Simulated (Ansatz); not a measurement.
# From barrier to diffusion: Zn in ZnSe

Level of theory: DFT PBE, scalar-relativistic, plane waves, PAW (Ansatz). (420 eV cutoff, 2×2×2 k-mesh, shifted by half a step, Gaussian smearing of 0.02 eV, no spin polarisation)

Host crystal, relaxed:

```
Zn Se
1.0
     0.00000    2.86588    2.86588
     2.86588    0.00000    2.86588
     2.86588    2.86588    0.00000
Zn Se
1 1
Direct
  0.00000 0.00000 0.00000
  0.25000 0.25000 0.25000
```

In a supercell of 32 host sites with charge -2, Zn trades places with a neighbouring Zn vacancy, moving 3.93 Å. Climbing-image nudged elastic band at fixed cell; the order of the saddle wasn't checked, and the small cell leaves errors of about a tenth of an eV.

```json
{"image": "0", "path (Å)": "0.00", "E − E(0) (eV)": "0.000"}
{"image": "1", "path (Å)": "2.19", "E − E(0) (eV)": "1.286"}
{"image": "2", "path (Å)": "4.38", "E − E(0) (eV)": "0.000"}
```

Q: What are the barriers forward and back, and what attempt frequency does the shape suggest?

A: Forward 1.29 eV, back 1.29 eV, the ends being level. For a sinusoidal profile E_b sin²(πx/l), with the Zn atom alone moving, ν = (1/l)√(E_b/2m) = 2.5×10¹² s⁻¹, within an order of magnitude of the customary 10¹³ s⁻¹; a true prefactor needs the vibrations at the minimum and at the saddle.

Q: With ν = 10¹³ s⁻¹, how often does the exchange happen at 300, 600 and 1000 K once atom and vacancy are neighbours, taking the host as solid throughout? Does that give the diffusivity?

A: k = ν exp(−E_b/k_BT):
```tsv
T (K)	k (1/s)	wait (s)
300	2.5×10⁻⁹	4.0×10⁸
600	157	6.3×10⁻³
1000	3.3×10⁶	3.0×10⁻⁷
```

No. The atom can jump only when a vacancy is beside it, so where vacancies are thermal the activation energy of diffusion adds the vacancy's formation energy; where doping, quenching or off-stoichiometry fixes their number, it doesn't. And repeated exchanges only swap the two back and forth: Zn gets on when the vacancy moves round it by other jumps, which the correlation factor counts. An error of 0.1 eV in the barrier changes k by a factor of 48 at 300 K and 3.2 at 1000 K.

Cost: 1 run of about 28 core-minutes, on Arm Neoverse V2 (shared hosts).